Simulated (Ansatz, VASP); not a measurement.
Two plane-wave programs on LaB6

Contents of POSCAR:

```
LaB6
1.0
    4.3297120000      0.0000000000      0.0000000000
    0.0000000000      4.3297120000      0.0000000000
    0.0000000000      0.0000000000      4.3297120000
La B
1 6
Direct
    0.0000000000      0.0000000000      0.0000000000
    0.5000000000      0.5000000000      0.2000000000
    0.5000000000      0.5000000000      0.8000000000
    0.2000000000      0.5000000000      0.5000000000
    0.8000000000      0.5000000000      0.5000000000
    0.5000000000      0.2000000000      0.5000000000
    0.5000000000      0.8000000000      0.5000000000
```

The input INCAR.step1:

```
PREC = Accurate ; ENCUT = 520
ISMEAR = -1 ; SIGMA = 0.1
LREAL = False ; LASPH = True
NELM = 60 ; NBANDS = 24
GGA = PE ; ALGO = Normal
EDIFF = 1E-4 ; LWAVE = True
LCHARG = False
```

Contents of INCAR.step2:

```
PREC = Accurate ; ENCUT = 520
EDIFF = 1E-7 ; ISMEAR = -1
SIGMA = 0.1 ; LREAL = False
LASPH = True ; NELM = 60
ALGO = Normal ; ISIF = 2
LWAVE = False ; LCHARG = False
METAGGA = R2SCAN ; LMIXTAU = True
NBANDS = 24 ; ISTART = 1
```

Contents of KPOINTS:

```
regular mesh
0
Gamma
  4 4 4
```

Input for Ansatz:

```yaml
crystal:
  lattice:
    - [4.329712, 0.0, 0.0]
    - [0.0, 4.329712, 0.0]
    - [0.0, 0.0, 4.329712]
  atoms:
    - { symbol: La, position: [0.0, 0.0, 0.0] }
    - { symbol: B, position: [0.5, 0.5, 0.2] }
    - { symbol: B, position: [0.5, 0.5, 0.8] }
    - { symbol: B, position: [0.2, 0.5, 0.5] }
    - { symbol: B, position: [0.8, 0.5, 0.5] }
    - { symbol: B, position: [0.5, 0.2, 0.5] }
    - { symbol: B, position: [0.5, 0.8, 0.5] }
  symmetry: { tolerance: 0.0003 }
kpoints:
  mp_grid: { grid: [4, 4, 4], shift: [0, 0, 0] }
magnetization:
  spin_polarized: false
scf:
  occupations: { method: fermi_dirac }
hamiltonian:
  pseudopotentials: { kind: paw }
  xc: r2scan
basis:
  ecutwfc: "600 eV"
output:
  forces: true
  stress: true
  eigenvalues: true
  write_density: true
  write_potential: true
  elf: true
  volumetric_format: npy
```

The cell was built by a generator and needn't be a form met in nature.

Alike in both runs: task single point; functional r2SCAN; k mesh 4 × 4 × 4; no spin polarisation.

|  | VASP | Ansatz |
| --- | --- | --- |
| version | VASP 6.6.1 | Ansatz 0.2.0 |
| potentials or method | VASP PAW PBE potentials, release 64 (La, B) | PAW plane waves |
| plane-wave cutoff (eV) | 520 | 600 |
| occupations | fermi-dirac, width 0.1 eV | fermi-dirac |
| valence electrons in the cell | 29 | 29 |

```csv
,VASP,Ansatz,Ansatz less VASP
gap on the k mesh at the Fermi level (eV),none,none,-
pressure (GPa),-18.1,-18.0,+0.05
rms of the force components (eV/Å),0.219,0.220,+0.0013
```

Atom by atom the forces differ by 0.001 eV/Å (rms over components). A gap of «none» marks a metal or a gap that the smearing closes.

Caveats: the k mesh is coarse (spacing up to 0.36 Å⁻¹), so the values aren't converged; so large a pressure means that the cell lies far from this level's equilibrium, or that cutoff or potentials fall short (VASP); the potentials were made for another functional, which shifts forces and pressure (VASP). The runs have no spin-orbit coupling, so splittings on La are missing.
